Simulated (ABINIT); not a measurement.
# PbS (Galena) (Fm-3m) in ABINIT: a series of runs

The runs below take PbS (Galena) through relaxation of cell and atoms, single point, with PBE, LDA.

All numbers are computed with ABINIT 10.8.3 (patched build); they aren't measurements. Logs are shortened: lines on timing, memory, paths and dates and some standing lists are left out, and cuts for length are marked. The log counts tension as positive stress, the text compression.

## 1. The crystal as given

The structure is cubic, space group Fm-3m (No. 225). Conventional cell: a = 5.931 Å, b = 5.931 Å, c = 5.931 Å, α = 90.00°, β = 90.00°, γ = 90.00°. Pb (site symmetry m-3m) has 6 S at 2.97 Å as nearest neighbours. Around S (site symmetry m-3m) lie 6 Pb at 2.97 Å.

## 2. Relaxation of cell and atoms, PBE, spin-orbit coupling, no magnetisation

The input, run.abi:

```
# Pseudopotentials
pp_dirpath "./"
pseudos "Pb.GGA_PBE-JTH_sp.xml, S.GGA_PBE-JTH.xml"

# Structure
acell 3*1.0
rprim
     0.0000000000     5.6044552541     5.6044552541
     5.6044552541     0.0000000000     5.6044552541
     5.6044552541     5.6044552541     0.0000000000
ntypat 2
znucl 82 16
natom 2
typat 1 2
chkprim 0
chksymtnons 0
tolsym 1.0e-6
xred
            0.0            0.0            0.0
            1/2            1/2            1/2

# Plane-wave basis
ecut 15.0
pawecutdg 30.0
ecutsm 0.5

# k points
kptopt 4
ngkpt 6 6 6
nshiftk 1
shiftk 0.0 0.0 0.0

# Exchange and correlation
ixc 11

# Bands and occupations
nband 18
occopt 3
tsmear 0.00183747

# Spin
nspinor 2
nspden 1
pawspnorb 1

# SCF cycle
nstep 80
tolvrs 1.0e-12

# Output
iomode 3
prteig 0
prtebands 0
prtwf 0
prtden 0

# Relaxation
ionmov 22
optcell 2
ntime 50
tolmxf 2.0e-5
dilatmx 1.08
```

Potentials or basis: JTH PAW PBE v2.0 sp.

Started as:

```console
$ abinit run.abi > log 2>&1
```

run.abo:

```text
.Version 10.8.3 of ABINIT
 Symmetries : space group F4 3 2 (#209); Bravais cF (face-center cubic)
================================================================================
 Values of the parameters that define the memory need of the present run
     intxc =       0    ionmov =      22      iscf =      17    lmnmax =      13
     lnmax =       5     mgfft =      30  mpssoang =       3    mqgrid =    3001
     natom =       2  nloc_mem =       2    nspden =       1   nspinor =       2
    nsppol =       1      nsym =      24    n1xccc =       1    ntypat =       2
    occopt =       3   xclevel =       2
       mpw =        1247          nfft =       27000          nkpt =          17
 PAW method is used; the additional fine FFT grid is defined by:
   mgfftf=        45    nfftf =     91125
================================================================================
================================================================================

--------------------------------------------------------------------------------
------------- Echo of variables that govern the present computation ------------
--------------------------------------------------------------------------------
 -outvars: echo values of preprocessed input variables --------
            acell      1.0000000000E+00  1.0000000000E+00  1.0000000000E+00 Bohr
              amu      2.07200000E+02  3.20660000E+01
          chkprim           0
      chksymtnons           0
          dilatmx      1.08000000E+00
             ecut      1.50000000E+01 Hartree
           ecutsm      5.00000000E-01 Hartree
           ionmov          22
              ixc          11
           kptopt           4
         kptrlatt        6    0    0      0    6    0      0    0    6
          kptrlen      4.75553798E+01
            natom           2
            nband          18
            ngfft          30      30      30
          ngfftdg          45      45      45
             nkpt          17
          nspinor           2
            nstep          80
             nsym          24
            ntime          50
           ntypat           2
           occopt           3
          optcell           2
        pawecutdg      3.00000000E+01 Hartree
        pawspnorb           1
         pawxcdev           0
           prtden           0
        prtebands           0
           prteig           0
            prtwf           0
            rprim      0.0000000000E+00  5.6044552541E+00  5.6044552541E+00
                       5.6044552541E+00  0.0000000000E+00  5.6044552541E+00
                       5.6044552541E+00  5.6044552541E+00  0.0000000000E+00
          spgroup         209
           tolmxf      2.00000000E-05
           tolsym      1.00000000E-06
           tolvrs      1.00000000E-12
           tsmear      1.83747000E-03 Hartree
            typat      1  2
           useylm           1
           xangst      0.0000000000E+00  0.0000000000E+00  0.0000000000E+00
                       2.9657499980E+00  2.9657499980E+00  2.9657499980E+00
            xcart      0.0000000000E+00  0.0000000000E+00  0.0000000000E+00
                       5.6044552541E+00  5.6044552541E+00  5.6044552541E+00
             xred      0.0000000000E+00  0.0000000000E+00  0.0000000000E+00
                       5.0000000000E-01  5.0000000000E-01  5.0000000000E-01
            znucl       82.00000   16.00000

================================================================================

 chkinp: Checking input parameters for consistency.

================================================================================
== DATASET  1 ==================================================================

--- !DatasetInfo
iteration_state: {dtset: 1, }
dimensions: {natom: 2, nkpt: 17, mband: 18, nsppol: 1, nspinor: 2, nspden: 1, mpw: 1247, }
cutoff_energies: {ecut:  15.0, pawecutdg:  30.0, }
electrons: {nelect:   1.00000000E+01, charge:   0.00000000E+00, occopt:   3.00000000E+00, tsmear:   1.83747000E-03, }
meta: {optdriver: 0, ionmov: 22, optcell: 2, iscf: 17, paral_kgb: 0, }
...

 Exchange-correlation functional for the present dataset will be:
  GGA: Perdew-Burke-Ernzerhof functional - ixc=11
  J.P.Perdew, K.Burke, M.Ernzerhof, PRL 77, 3865 (1996)

 Real(R)+Recip(G) space primitive vectors, cartesian coordinates (Bohr,Bohr^-1):
 R(1)=  0.0000000  5.6044553  5.6044553  G(1)= -0.0892147  0.0892147  0.0892147
 R(2)=  5.6044553  0.0000000  5.6044553  G(2)=  0.0892147 -0.0892147  0.0892147
 R(3)=  5.6044553  5.6044553  0.0000000  G(3)=  0.0892147  0.0892147 -0.0892147
 Unit cell volume ucvol=  3.5207097E+02 bohr^3
 Angles (23,13,12)=  6.00000000E+01  6.00000000E+01  6.00000000E+01 degrees

 Coarse grid specifications (used for wave-functions):

 getcut: wavevector=  0.0000  0.0000  0.0000  ngfft=  30  30  30
         ecut(hartree)=     17.496   => boxcut(ratio)=   2.01243

 Fine grid specifications (used for densities):

 getcut: wavevector=  0.0000  0.0000  0.0000  ngfft=  45  45  45
         ecut(hartree)=     34.992   => boxcut(ratio)=   2.08475

--- Pseudopotential description ------------------------------------------------
- pspini: atom type   1  psp file is ./Pb.GGA_PBE-JTH_sp.xml
 Pseudopotential format is: paw10
 basis_size (lnmax)=  5 (lmn_size= 13), orbitals=   0   0   1   1   2
 Spheres core radius: rc_sph= 2.91365156
 Shapefunction is SIN type: shapef(r)=[sin(pi*r/rshp)/(pi*r/rshp)]**2
 Radius for shape functions =  2.21205640
 Compensation charge density is not taken into account in XC energy/potential

- pspini: atom type   2  psp file is ./S.GGA_PBE-JTH.xml
 Pseudopotential format is: paw10
 basis_size (lnmax)=  4 (lmn_size=  8), orbitals=   0   0   1   1
 Spheres core radius: rc_sph= 1.90380259
 Shapefunction is SIN type: shapef(r)=[sin(pi*r/rshp)/(pi*r/rshp)]**2
 Radius for shape functions =  1.40128485
 Compensation charge density is not taken into account in XC energy/potential

   4.40830107E+02                                ecore*ucvol(ha*bohr**3)
--------------------------------------------------------------------------------

================================================================================

=== [ionmov=22] Limited-memory Broyden-Fletcher-Goldfarb-Shanno method
================================================================================

--- Iteration: ( 1/50) Internal Cycle: (1/1)
--------------------------------------------------------------------------------

---SELF-CONSISTENT-FIELD CONVERGENCE--------------------------------------------
[... 393 lines left out ...]
 Difference of energy with previous step (new-old):
           Absolute (Ha)=-4.76769E-07
           Relative     =-3.38925E-08

 At Broyd/MD step   4, gradients are converged :
  max grad (force/stress) = 7.7805E-06 < tolmxf= 2.0000E-05 ha/bohr (free atoms)

================================================================================

 ----iterations are completed or convergence reached----

 Mean square residual over all n,k,spin=   17.690E-08; max=  53.179E-06
 reduced coordinates (array xred) for    2 atoms
       0.000000000000      0.000000000000      0.000000000000
       0.500000000000      0.500000000000      0.500000000000
 rms dE/dt=  0.0000E+00; max dE/dt=  0.0000E+00; dE/dt below (all hartree)
    1       0.000000000000      0.000000000000      0.000000000000
    2       0.000000000000      0.000000000000      0.000000000000

 cartesian coordinates (angstrom) at end:
    1      0.00000000000000     0.00000000000000     0.00000000000000
    2      2.99967976314471     2.99967976314471     2.99967976314471

 cartesian forces (hartree/bohr) at end:
    1     -0.00000000000000    -0.00000000000000    -0.00000000000000
    2     -0.00000000000000    -0.00000000000000    -0.00000000000000
 frms,max,avg= 0.0000000E+00 0.0000000E+00   0.000E+00  0.000E+00  0.000E+00 h/b

 cartesian forces (eV/Angstrom) at end:
    1     -0.00000000000000    -0.00000000000000    -0.00000000000000
    2     -0.00000000000000    -0.00000000000000    -0.00000000000000
 frms,max,avg= 0.0000000E+00 0.0000000E+00   0.000E+00  0.000E+00  0.000E+00 e/A
 length scales=  8.016573123877  8.016573123877  8.016573123877 bohr
              =  4.242187803815  4.242187803815  4.242187803815 angstroms
 Fermi (or HOMO) energy (hartree) =   0.06349   Average Vxc (hartree)=  -0.34491
 Eigenvalues (hartree) for nkpt=  17  k points:
 kpt#   1, nband= 18, wtk=  0.00463, kpt=  0.0000  0.0000  0.0000 (reduced coord)
  -0.42629   -0.42629   -0.16019   -0.16019   -0.01931   -0.01931   -0.00691   -0.00691
  -0.00691   -0.00691    0.19159    0.19159    0.27857    0.27857    0.27859    0.27872
   0.28198    0.28198
      occupation numbers for kpt#   1
   1.00000    1.00000    1.00000    1.00000    1.00000    1.00000    1.00000    1.00000
   1.00000    1.00000    0.00000    0.00000    0.00000    0.00000    0.00000    0.00000
   0.00000    0.00000
 prteigrs : prtvol=0 or 1, do not print more k-points.

 COMMENT:
  "Direct" decomposition of total free energy cannot be printed out !!!
  PAW contribution due to spin-orbit coupling cannot be evaluated
  without the knowledge of imaginary part of Rhoij atomic occupancies
  (computed only when pawcpxocc=2).
band_energy:  -1.38125904E+00
...

--- !EnergyTermsDC
iteration_state     : {dtset: 1, itime: 4, icycle: 1, }
comment             : '"Double-counting" decomposition of free energy'
band_energy         : -1.38125904073592E+00
Ewald energy        : -1.28215688127290E+01
psp_core            :  1.21009640377509E+00
xc_dc               : -3.67680706118328E+00
PAW spherical_terms :  2.60251878242980E+00
internal            : -1.40670197284433E+01
'-kT*entropy'       : -7.17266112578009E-05
total_energy_dc     : -1.40670914550546E+01
total_energy_dc_eV  : -3.82785058941028E+02
...

--- !EnergyTermsWithPAWCore
iteration_state     : {dtset: 1, itime: 4, icycle: 1, }
comment             : 'Components of total free energy, including PAW core contributions'
Total energy        : -2.12812660105823E+04
Total energy DC     : -2.12812830230157E+04
Total energy (eV)   : -5.79092749217422E+05
Total energy DC (eV): -5.79093212149318E+05
...

 Cartesian components of stress tensor (hartree/bohr^3)
  sigma(1 1)= -7.78052451E-08  sigma(3 2)=  0.00000000E+00
  sigma(2 2)= -7.78052451E-08  sigma(3 1)=  0.00000000E+00
  sigma(3 3)= -7.78052451E-08  sigma(2 1)=  0.00000000E+00

-Cartesian components of stress tensor (GPa)         [Pressure=  2.2891E-03 GPa]
- sigma(1 1)= -2.28910934E-03  sigma(3 2)=  0.00000000E+00
- sigma(2 2)= -2.28910934E-03  sigma(3 1)=  0.00000000E+00
- sigma(3 3)= -2.28910934E-03  sigma(2 1)=  0.00000000E+00

== END DATASET(S) ==============================================================
================================================================================

 -outvars: echo values of variables after computation  --------
            acell      8.0165731239E+00  8.0165731239E+00  8.0165731239E+00 Bohr
           etotal     -1.4067091455E+01
            fcart     -0.0000000000E+00 -0.0000000000E+00 -0.0000000000E+00
                      -0.0000000000E+00 -0.0000000000E+00 -0.0000000000E+00
            rprim      0.0000000000E+00  7.0710678119E-01  7.0710678119E-01
                       7.0710678119E-01  0.0000000000E+00  7.0710678119E-01
                       7.0710678119E-01  7.0710678119E-01  0.0000000000E+00
           strten     -7.7805245135E-08 -7.7805245134E-08 -7.7805245133E-08
                       0.0000000000E+00  0.0000000000E+00  0.0000000000E+00
           xangst      0.0000000000E+00  0.0000000000E+00  0.0000000000E+00
                       2.9996797631E+00  2.9996797631E+00  2.9996797631E+00
             xred      0.0000000000E+00  0.0000000000E+00  0.0000000000E+00
                       5.0000000000E-01  5.0000000000E-01  5.0000000000E-01
 Calculation completed.
```

It took 1.9 min on 1 thread of Arm Neoverse V1, shared host; peak memory 0.12 GiB.

Results:

```
Free energy            : -382.7851 eV
Band gap on the k mesh : 0.13 eV, direct
```

Caveat: the cutoff is too short for stress, so the log's stress isn't used; this set keeps more shells in the core, which shifts pressures and gaps.

## 3. Single point, PBE, spin-orbit coupling, no magnetisation (cell relaxed)

The input, run.abi:

```
# Pseudopotentials
pp_dirpath "./"
pseudos "Pb.GGA_PBE-JTH_sp.xml, S.GGA_PBE-JTH.xml"

# Structure
acell 3*1.0
rprim
     0.0000000000     5.6685732269     5.6685732269
     5.6685732269     0.0000000000     5.6685732269
     5.6685732269     5.6685732269     0.0000000000
ntypat 2
znucl 82 16
natom 2
typat 1 2
xred
     0.0000000000     0.0000000000     0.0000000000
     0.5000000000     0.5000000000     0.5000000000
chkprim 0
chksymtnons 0
tolsym 1.0e-6

# Plane-wave basis
ecut 15.0
pawecutdg 30.0

# k points
kptopt 4
ngkpt 6 6 6
nshiftk 1
shiftk 0.0 0.0 0.0

# Exchange and correlation
ixc 11

# Bands and occupations
nband 18
occopt 3
tsmear 0.00183747

# Spin
nspinor 2
nspden 1
pawspnorb 1

# SCF cycle
nstep 100
tolvrs 1.0e-9

# Output
iomode 3
prtwf 0
prtden 0
prteig 0
prtebands 0
```

Potentials or basis: JTH PAW PBE v2.0 sp.

Started as:

```console
$ abinit run.abi > log 2>&1
```

Run time: 26 s. Hardware: 1 thread of Arm Neoverse V1, shared host; peak memory 0.1 GiB.

Results (log left out):

* Free energy: -382.7860 eV
* Band gap on the k mesh: 0.13 eV, direct
* Valence electrons inside the program's atomic spheres: Pb 2.50; S 3.52

Levels at points of the mesh, in eV from the valence-band top:
```tsv
k point	band 8	band 9	band 10	band 11	band 12	band 13
(0.00, 0.00, 0.00)	-1.85	-1.85	-1.85	3.55	3.55	5.92
(0.50, 0.00, 0.00)	-1.62	0.00	0.00	0.13	0.13	1.75
(0.50, 0.50, 0.00)	-3.33	-3.04	-3.04	3.98	3.98	4.50
```

Caveat: the cutoff is too short for stress, so the log's stress isn't used; this set keeps more shells in the core, which shifts pressures and gaps. A k mesh can miss the band edges.

(Part 1 of 2 ends here.)
